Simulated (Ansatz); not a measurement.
GaN (started from an entry of an open crystallographic database) at its r2SCAN geometry, in Ansatz 0.2.0. The base run uses HSE06 on a modest mesh; each further run changes one setting, sensibly or not. Doubtful ones may also carry a cap on iterations. All numbers are computed, and spin polarisation is off unless an edit sets a moment.

Base input:
```yaml
crystal:
  lattice:
    - [0.0, 2.1085153689, 2.1085153689]
    - [2.1085153689, 0.0, 2.1085153689]
    - [2.1085153689, 2.1085153689, 0.0]
  atoms:
    - { symbol: Ga, position: [0.5, 0.5, 0.5] }
    - { symbol: "N", position: [0.0, 0.0, 0.0] }
kpoints:
  mp_grid: { grid: [6, 6, 6] }
hamiltonian:
  xc: hse06
scf:
  occupations: { method: fixed }
  n_extra_bands: 4
output:
  forces: true
  stress: true
  eigenvalues: true
```

Base results:
```
Basis set: ecut = 420 eV, 339 PW (Γ)
Symmetry: 48 space group operations
Space group: Fm-3m (ITA 225)
k-points: 16 of 216
Exchange kernel: α = 0.2500, screened, ω = 0.2079 Å⁻¹, Wigner–Seitz truncation, v(0) = 1038.5578 eV·Å³, q-mesh 6×6×6
hybrid SCF converged: 2 outer / 9 inner (+4 warm-up)
Free energy (F): -4167.448129 eV
Fermi energy:    12.540100 eV
--- Stress (GPa, compression-positive) ---
       -1.504112       0.000000       0.000000
        0.000000      -1.504112       0.000000
        0.000000       0.000000      -1.504112
  P = ⅓ Tr σ = -1.5041 GPa (-15.041 kbar)
--- Band table (eV; the first three rows and the last of 16) ---
  k-point 0: bands = […, -3.8530, -3.8183, -3.8183, 12.0067, 12.0067, 12.0067, 16.1558, 28.6248, 28.6248, 28.6248]
  k-point 1: bands = […, -3.8686, -3.7964, -3.7964, 9.3461, 12.0598, 12.0598, 18.0754, 24.9008, 27.0150, 27.0150]
  k-point 2: bands = […, -3.8387, -3.6980, -3.6980, 5.5608, 12.2139, 12.2139, 18.8817, 23.8290, 24.2645, 24.2645]
  k-point 15: bands = […, -3.7235, -3.5855, -0.3081, 5.6890, 7.8419, 8.0088, 17.7005, 23.2079, 25.6635, 25.7637]
```
The gap over this mesh is 1.898 eV.

Command: `ansatz run input.yaml --threads 4 --pin off --max-ram 3686MiB --backend cpu --events-out ev --progress --plain --runs-dir out`. Wall time 8.2 s on 4 threads of Arm Neoverse N1 (shared host), load about 0.8 per core; peak host memory 0.69 GiB.

**Question.** The input is altered as follows. How does the run end?
```yaml
hamiltonian:
  xc: { exchange: pbe, correlation: pbe, exx: { coeff: 0.15, omega: 0.5 } }
```

**Answer.** That is 15 % exact exchange, screened with ω = 0.5 1/Å, against HSE06's 25 % screened at 0.208 1/Å. The mean stress moves by +5.2 GPa and the gap on the mesh by -0.844 eV (to 1.053). Totals of different functionals aren't comparable.
```
Exchange kernel: α = 0.1500, screened, ω = 0.5000 Å⁻¹, Wigner–Seitz truncation, v(0) = 180.9513 eV·Å³, q-mesh 6×6×6
hybrid SCF converged: 2 outer / 9 inner (+4 warm-up)
Free energy (F): -4167.110800 eV
Fermi energy:    13.051451 eV
--- Stress (GPa, compression-positive) ---
        3.655069       0.000000       0.000000
        0.000000       3.655069       0.000000
        0.000000       0.000000       3.655069
  P = ⅓ Tr σ = 3.6551 GPa (36.551 kbar)
--- Band table (eV; the first three rows and the last of 16) ---
  k-point 0: bands = […, -2.2536, -2.1936, -2.1936, 12.5345, 12.5345, 12.5345, 15.7880, 28.1665, 28.1665, 28.1665]
  k-point 1: bands = […, -2.2668, -2.1877, -2.1877, 9.9588, 12.5891, 12.5891, 17.6683, 24.4005, 26.4304, 26.4304]
  k-point 2: bands = […, -2.2786, -2.0913, -2.0913, 6.3872, 12.7450, 12.7450, 18.5072, 23.1076, 23.7501, 23.7501]
  k-point 15: bands = […, -2.1232, -1.9810, 0.9947, 6.5323, 8.5740, 8.6353, 17.2973, 22.7777, 24.9754, 25.0990]
```

**Question.** These lines are set or replaced. What follows?
```yaml
hamiltonian:
  xc: { exchange: pbe, correlation: pbe, exx: { coeff: 1.0, omega: 0.1 } }
```

**Answer.** That is 100 % exact exchange, screened with ω = 0.1 1/Å, against HSE06's 25 % screened at 0.208 1/Å. The mean stress moves by -24.5 GPa and the gap on the mesh by +6.118 eV (to 8.015). Totals of different functionals aren't comparable. The program warns that on this mesh the truncation of the exchange isn't bounded, so part of the change can be an error of the mesh.
```
Exchange kernel: α = 1.0000, screened, ω = 0.1000 Å⁻¹, Wigner–Seitz truncation, v(0) = 3303.5148 eV·Å³, q-mesh 6×6×6
hybrid SCF converged: 4 outer / 17 inner (+3 warm-up)
Free energy (F): -4170.249763 eV
Fermi energy:    9.085418 eV
--- Stress (GPa, compression-positive) ---
      -26.037231       0.000000       0.000000
        0.000000     -26.037231       0.000000
        0.000000       0.000000     -26.037231
  P = ⅓ Tr σ = -26.0372 GPa (-260.372 kbar)
--- Band table (eV; the first three rows and the last of 16) ---
  k-point 0: bands = […, -14.2927, -14.2927, -14.2927, 8.5658, 8.5658, 8.5658, 18.8660, 31.2696, 31.2696, 31.2696]
  k-point 1: bands = […, -14.2600, -14.2600, -13.9431, 5.5272, 8.5802, 8.5802, 20.8766, 27.7604, 30.3726, 30.3726]
  k-point 2: bands = […, -14.1819, -14.1819, -12.1813, 0.7877, 8.6619, 8.6619, 21.2718, 27.4052, 27.4052, 28.1068]
  k-point 15: bands = […, -14.1774, -14.0716, -8.3008, 0.7372, 3.3949, 4.1590, 20.5595, 25.6211, 29.5437, 29.7360]
```

**Question.** Predict the outcome of this edit.
```yaml
crystal:
  symmetry: { detect: false }
```

**Answer.** It converges in 15 iterations against the base's 13, on 216 k points in place of 16. This key steers the way to the solution, not the solution: the results stay as they were.
```
Warning: a hybrid functional in a run whose symmetry group does not fold −k onto k at every point of the mesh […]
```

**Question.** The input is altered as follows. How does the run end?
```yaml
hamiltonian:
  xc: { exchange: pbe, correlation: pbe, exx: { coeff: 0.75, omega: 0.1 } }
```

**Answer.** That is 75 % exact exchange, screened with ω = 0.1 1/Å, against HSE06's 25 % screened at 0.208 1/Å. The mean stress moves by -17.3 GPa and the gap on the mesh by +4.068 eV (to 5.966). Totals of different functionals aren't comparable. The program warns that on this mesh the truncation of the exchange isn't bounded, so part of the change can be an error of the mesh.
```
Exchange kernel: α = 0.7500, screened, ω = 0.1000 Å⁻¹, Wigner–Seitz truncation, v(0) = 3303.5148 eV·Å³, q-mesh 6×6×6
hybrid SCF converged: 3 outer / 13 inner (+3 warm-up)
Free energy (F): -4169.168768 eV
Fermi energy:    10.232109 eV
--- Stress (GPa, compression-positive) ---
      -18.816263       0.000000       0.000000
        0.000000     -18.816263       0.000000
        0.000000       0.000000     -18.816263
  P = ⅓ Tr σ = -18.8163 GPa (-188.163 kbar)
```

**Question.** Predict the outcome of this edit.
```yaml
hamiltonian:
  xc: { exchange: pbe, correlation: pbe, exx: { coeff: 0.4, omega: 0.3 } }
```

**Answer.** That is 40 % exact exchange, screened with ω = 0.3 1/Å, against HSE06's 25 % screened at 0.208 1/Å. The mean stress moves by -4.4 GPa and the gap on the mesh by +0.476 eV (to 2.374). Totals of different functionals aren't comparable.
```
Exchange kernel: α = 0.4000, screened, ω = 0.3000 Å⁻¹, Wigner–Seitz truncation, v(0) = 502.5968 eV·Å³, q-mesh 6×6×6
hybrid SCF converged: 3 outer / 13 inner (+3 warm-up)
Free energy (F): -4167.759014 eV
Fermi energy:    12.251374 eV
--- Stress (GPa, compression-positive) ---
       -5.903404       0.000000       0.000000
        0.000000      -5.903404       0.000000
        0.000000       0.000000      -5.903404
  P = ⅓ Tr σ = -5.9034 GPa (-59.034 kbar)
--- Band table (eV; the first three rows and the last of 16) ---
  k-point 0: bands = […, -5.4299, -5.4299, -5.4299, 11.7285, 11.7285, 11.7285, 16.3690, 28.8231, 28.8231, 28.8231]
  k-point 1: bands = […, -5.4423, -5.3827, -5.3827, 9.0197, 11.7737, 11.7737, 18.2934, 25.1521, 27.3397, 27.3397]
  k-point 2: bands = […, -5.2870, -5.2870, -5.2327, 5.0864, 11.9104, 11.9104, 19.0553, 24.2726, 24.5413, 24.5413]
  k-point 15: bands = […, -5.3022, -5.1731, -1.4489, 5.1961, 7.4139, 7.6831, 17.8978, 23.3849, 26.0747, 26.1612]
```

The program warns that its thresholds are loose for a hybrid's stress.

The meshes of the hybrids are coarse, so their gaps aren't converged to the digits shown.
